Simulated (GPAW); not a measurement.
A run of GPAW 26.7.0 is set up as follows.

Contents of run.py:

```python
from ase import Atoms
from ase.dft.bandgap import bandgap
from ase.io import write
from ase.units import GPa
from gpaw import GPAW, PW

atoms = Atoms(['Mo', 'Mo', 'Se', 'Se', 'Se', 'Se'],
              cell=[[3.288, 0.0, 0.0],
                    [-1.644, 2.8474915276, 0.0],
                    [0.0, 0.0, 12.9]],
              scaled_positions=[[0.6666666667, 0.3333333333, 0.75],
                                [0.3333333333, 0.6666666667, 0.25],
                                [0.6666666667, 0.3333333333, 0.375],
                                [0.3333333333, 0.6666666667, 0.875],
                                [0.6666666667, 0.3333333333, 0.125],
                                [0.3333333333, 0.6666666667, 0.625]],
              pbc=True)

calc = GPAW(mode=PW(600),
            xc='revPBE',
            kpts={'size': (9, 9, 2), 'gamma': True},
            occupations={'name': 'fermi-dirac', 'width': 0.05},
            nbands=46,
            convergence={'density': 1e-05, 'energy': 1e-05},
            maxiter=150,
            txt='gpaw.txt')
atoms.calc = calc
energy = atoms.get_potential_energy()
forces = atoms.get_forces()
stress = atoms.get_stress()
calc.write('gs.gpw')
write('result.traj', atoms)
print(f'Energy: {energy:.6f} eV')
print('Forces (eV/A):')
print(forces.round(4))
print('Stress (GPa):', (stress / GPa).round(3))
print('Fermi level:', round(calc.get_fermi_level(), 4), 'eV')
print(f'Gap: {bandgap(calc)[0]:.4f} eV, direct: {bandgap(calc, direct=True)[0]:.4f} eV')

path = atoms.cell.bandpath('GMKGALHA,LM,KH', npoints=100, eps=1e-4)
bs_calc = calc.fixed_density(kpts=path, symmetry='off', nbands=71,
                             convergence={'bands': 'CBM+6.0', 'eigenstates': 1e-6}, txt='bands.txt')
bs = bs_calc.band_structure()
bs.write('bs.json')
print(f'Gap on the path: {bandgap(bs_calc)[0]:.4f} eV')
```

Potentials or basis: the program's PAW data sets (release 1.2.1) made for this functional, pw.

Command:

```console
$ OMP_NUM_THREADS=1 python run.py
```

Task: What does it give for the pressure?

Result: 9.9 GPa.

Task: Estimate the band gap along the path.

Result: 0.88 eV, indirect (least direct gap 1.36 eV).

Task: What does it give for the band gap on the k mesh?

Result: 0.88 eV, indirect (least direct gap 1.36 eV).

Task: Estimate the largest force.

Result: 1.176 eV/Å.

Stress tensor (GPa, compression positive):
```
 8.00  0.00  0.00
 0.00  8.00  0.00
 0.00  0.00 13.57
```

Caveat: the cell's inner coordinates are idealised or old, which leaves forces on the atoms; this functional lacks dispersion, which binds the layers, so the pressure and a relaxed spacing across them are unreliable. revPBE gaps usually lie below the measured ones, often by a third to a half.
